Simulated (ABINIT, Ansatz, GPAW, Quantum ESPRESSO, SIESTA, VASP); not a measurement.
# CdF2: programs and potentials compared

```
CELL_PARAMETERS angstrom
0.00000 2.69400 2.69400
2.69400 0.00000 2.69400
2.69400 2.69400 0.00000
ATOMIC_POSITIONS crystal
Cd 0.00000 0.00000 0.00000
F 0.75000 0.75000 0.75000
F 0.25000 0.25000 0.25000
```

Alike in all runs: task single point; functional PBE; k mesh 9 × 9 × 9; occupations fermi-dirac, width 0.05 eV; no spin polarisation; no spin-orbit coupling. Pressure is positive in compression and, in plane waves, holds the error of the finite cutoff, which Ansatz's Pulay term estimates and takes out.

| program and potentials | plane-wave cutoff (eV) | notes | pressure (GPa) |
| --- | --- | --- | --- |
| SIESTA, files PseudoDojo sr-pbe-0.4.1-standard, DZP (energy shift 0.003 Ry; two zetas on semicore shells) | - | atomic basis; 11.33 valence electrons an atom on average | 5.72 |
| Ansatz, all-electron LAPW, scalar-relativistic | - | - | 5.43 |
| ABINIT, JTH PAW PBE v2.0 | 626 | 8.67 valence electrons an atom on average | 5.12 |
| Quantum ESPRESSO, SSSP 1.3 efficiency PBE | 816 | 8.67 valence electrons an atom on average | 5.88 |
| VASP, PBE PAW files Cd, F, 520 eV | 520 | 8.67 valence electrons an atom on average | 6.19 |
| Ansatz, Ansatz PAW (earlier soft set) | 420 | 11.33 valence electrons an atom on average; Pulay term of +0.39 GPa included | 5.47 |
| GPAW, GPAW PAW data sets (gpaw-data 1.2.1) | 800 | 8.67 valence electrons an atom on average | 3.58 |

The pressure spans 3.58 (GPAW, GPAW PAW data sets (gpaw-data 1.2.1)) to 6.19 GPa (VASP, PBE PAW files Cd, F, 520 eV), with all-electron results at 5.43. The pressure on the cell as given of GPAW, GPAW PAW data sets (gpaw-data 1.2.1) lies far from the others; the cause wasn't traced. Rows in atomic bases carry the error of their basis and grid, which can be large.

The functional is the same throughout but for its coding, so the spread measures potentials, basis and numerics; runs on potential files found faulty are left out.
